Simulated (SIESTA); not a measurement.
Ta:

```
Ta
1.0
    -1.65128    1.65128    1.65128
     1.65128   -1.65128    1.65128
     1.65128    1.65128   -1.65128
Ta
1
Direct
  0.00000 0.00000 0.00000
```

| Quantity | Value |
| --- | --- |
| Program | SIESTA 5.4.2 |
| Task | single point |
| Functional | PBE |
| Potentials or basis | PseudoDojo 0.4 standard (PBE files) |
| Basis | DZP (energy shift 0.003 Ry; two zetas on semicore shells) |
| Grid cutoff | 800 Ry |
| Energy shift | 0.003 Ry |
| k mesh | 11 × 11 × 11 |
| Occupations | fermi-dirac, width 0.05 eV |
| Spin | no spin polarisation |

On this cell: pressure 3.3 GPa; band gap on the k mesh none (metal or under the smearing width).

The same run follows on a disturbed copy (cell strained at random at fixed volume):

```
Ta
1.0
    -1.62073    1.65465    1.62924
     1.69780   -1.62617    1.67783
     1.62244    1.62787   -1.60076
Ta
1
Direct
  0.00191 0.97643 0.99590
```

Problem. What changes?

Solution. The energy (extrapolated to zero smearing) moves by +15.2 meV/atom; pressure 3.7 GPa; band gap on the k mesh none (metal or under the smearing width).

Stress tensor (GPa, compression positive):
```
 3.10 -0.19 -4.44
-0.19  4.43 -1.49
-4.44 -1.49  3.46
```

Caveats: short orbitals over semicore shells can move pressures by several GPa; the basis of atomic orbitals isn't converged, which shifts pressures, moduli and gaps.
